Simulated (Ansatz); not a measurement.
# CHF3 (trifluoromethane) at CCSDT(Q)/STO-3G

What is the energy change on altering one bond length of CHF3 (trifluoromethane) at CCSDT(Q)/STO-3G? 

Program for the calculation: Ansatz 0.2.0.

40 further runs of the same task are left out: 6 that didn't finish, 34 set aside as unsound or not needed.

### Step 1. The system as given

CHF3 has 5 atoms, charge 0, and is taken as a singlet. As SMILES, `FC(F)F`. The coordinates come from a PBE0-D4/def2-TZVP relaxation.

Bond lengths: F1–C2 1.331 Å, C2–F3 1.331 Å, C2–F4 1.331 Å, C2–H5 1.093 Å. Angles: F1–C2–F3 108.5°, F1–C2–F4 108.5°, F3–C2–F4 108.5°, F1–C2–H5 110.4°, F3–C2–H5 110.4°, F4–C2–H5 110.4°.

### Step 2. The energy at CCSDT(Q)/STO-3G

molecule.yaml reads:

```yaml
crystal:
  periodic: [false, false, false]
  atoms:
    - {symbol: F, position_ang: [-0.668650, -0.329700, 1.079190]}
    - {symbol: C, position_ang: [0.019500, 0.056360, 0.006820]}
    - {symbol: F, position_ang: [1.047350, -0.773770, -0.157470]}
    - {symbol: F, position_ang: [-0.772570, -0.035090, -1.059420]}
    - {symbol: H, position_ang: [0.374370, 1.082210, 0.130870]}
basis:
  gaussian: {orbitals: STO-3G}
correlation: {method: ccsdt_q, frozen_orbitals: {C: 1, F: 1, H: 0}}
accuracy: high
scf: {omitted_lower_state_checks: [cluster_reference, increment]}
```

Command:

```
$ ansatz run molecule.yaml --threads 1 --pin off --max-ram 3480MiB --events-out events.jsonl --progress --plain --runs-dir runs
```

Output (excerpt; [...] marks lines left out):

```text
Warning: RAYON_NUM_THREADS=1 ignored (pool sized by the plan → 1); use --threads N
Functional definition: HF
  name "HF"
[...]
392 factors; integrals over basis functions are off by at most 4.6e-8 eV
[...]
mean field -9036.72402406 eV, -332.0934825727 hartree, gradient 1.4e-8 eV, S^2 0.000000; 0 other end points of the search recorded, 0 dependent functions left out
4 core orbitals not correlated: weight in the atoms' cores, before any rotation towards them, 1.000 or more for the frozen orbitals, at most 0.000 for the correlated occupied ones
reference -9036.72402406 eV, -332.0934825727 hartree; 13, 13 occupied and 4, 4 virtual orbitals, 392 factors
second order -2.56698576 eV of doubles, -0.00000000 eV of singles
cycle   1  -2.99656448 eV  change   -4.3e-1 eV  update   6.9e-2
[...]
cycle  21  -3.38033813 eV  change  -2.8e-10 eV  update  3.4e-10
perturbative correction -0.00134425 eV, -0.0000494003 hartree
Total energy: -9040.10570645 eV, -332.2177571081 hartree
Checks for a lower state left out: cluster_reference, increment
```

Run time: 0.96 s. Hardware: 1 thread of Arm Neoverse V2, shared host; peak memory 0.11 GiB.

### Step 3. The distorted shape at the same level

job.yaml reads:

```yaml
crystal:
  periodic: [false, false, false]
  atoms:
    - {symbol: F, position_ang: [-0.840675, -0.426208, 1.347263]}
    - {symbol: C, position_ang: [0.019500, 0.056360, 0.006820]}
    - {symbol: F, position_ang: [1.047350, -0.773770, -0.157470]}
    - {symbol: F, position_ang: [-0.772570, -0.035090, -1.059420]}
    - {symbol: H, position_ang: [0.374370, 1.082210, 0.130870]}
basis:
  gaussian:
    orbitals: STO-3G
correlation:
  method: ccsdt_q
  frozen_orbitals: {C: 1, F: 1, H: 0}
accuracy: high
scf:
  omitted_lower_state_checks: [cluster_reference, increment]
```

Command:

```
$ ansatz run job.yaml --threads 1 --pin off --max-ram 3480MiB --events-out events.jsonl --progress --plain --runs-dir runs
```

Output (excerpt; [...] marks lines left out):

```text
Warning: RAYON_NUM_THREADS=1 ignored (pool sized by the plan → 1); use --threads N
[... 2 set-up lines as earlier in the session ...]
[...]
394 factors; integrals over basis functions are off by at most 3.5e-8 eV
[...]
mean field -9035.29685420 eV, -332.0410350477 hartree, gradient 2.4e-8 eV, S^2 0.000000; 0 other end points of the search recorded, 0 dependent functions left out; unrestricted orbitals would lower it
4 core orbitals not correlated: weight in the atoms' cores, before any rotation towards them, 1.000 or more for the frozen orbitals, at most 0.000 for the correlated occupied ones
reference -9035.29685420 eV, -332.0410350477 hartree; 13, 13 occupied and 4, 4 virtual orbitals, 394 factors
second order -3.06539487 eV of doubles, -0.00000000 eV of singles
cycle   1  -3.64638689 eV  change   -5.8e-1 eV  update   8.7e-2
[...]
cycle  26  -4.20030479 eV  change   8.9e-10 eV  update  9.7e-10
perturbative correction -0.00389584 eV, -0.0001431696 hartree
Total energy: -9039.50105483 eV, -332.1955365712 hartree
Checks for a lower state left out: cluster_reference, increment
```

Run time: 0.56 s. Hardware: 1 thread of Arm Neoverse V2, shared host.

### Step 4. Outcome

At CCSDT(Q)/STO-3G, 4 core orbitals frozen:

| quantity | value |
| --- | --- |
| first shape: total energy | -332.21776 Eh |
| first shape: correlation energy (4 core orbitals frozen) | -124.3 mEh |
| first shape: T1 diagnostic | 0.008 |
| distorted shape: total energy | -332.19554 Eh |
| distorted shape: correlation energy (4 core orbitals frozen) | -154.5 mEh |
| distorted shape: T1 diagnostic | 0.009 |
| energy change with the F1–C2 bond stretched from 1.331 to 1.664 Å | 0.605 eV |

What this shows: With the F1–C2 bond stretched from 1.331 to 1.664 Å the energy rises by 0.60 eV (13.9 kcal/mol). The first shape isn't relaxed at this level, so the change isn't measured from a minimum. The minimal basis adds a large error of its own. The restricted solution (distorted shape) is unstable to spin breaking: an unrestricted one lies lower.
